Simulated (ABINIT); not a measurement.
CdSe:

```
Cd Se
1.0
     0.00000    3.07027    3.07027
     3.07027    0.00000    3.07027
     3.07027    3.07027    0.00000
Cd Se
1 1
Direct
  0.00000 0.00000 0.00000
  0.25000 0.25000 0.25000
```

Measurements of this composition are mostly on another form, of space group No. 186.

Base run:

| Property | Result |
| --- | --- |
| Program | ABINIT 10.8.3 (patched build) |
| Functional | r2SCAN |
| Potentials or basis | Ansatz NC r2SCAN |
| Cutoff | 1578 eV |
| k mesh | 5 × 5 × 5 |
| Occupations | fermi-dirac, width 0.05 eV |
| Spin | no spin polarisation |

Its results: band gap on the k mesh 1.03 eV, direct; pressure -0.2 GPa.

Task: The run is repeated on the same cell with these changes: potentials or basis from Ansatz NC r2SCAN to PseudoDojo NC SR PBE v0.4.1 standard; cutoff from 1578 eV to 1742 eV. What comes out?

Result: Band gap on the k mesh 0.91 eV, direct; pressure -0.8 GPa.

Caveats: a meta-GGA on potentials with a model core is unreliable (some runs); the potentials were made for another functional, which shifts forces and pressure (some runs).
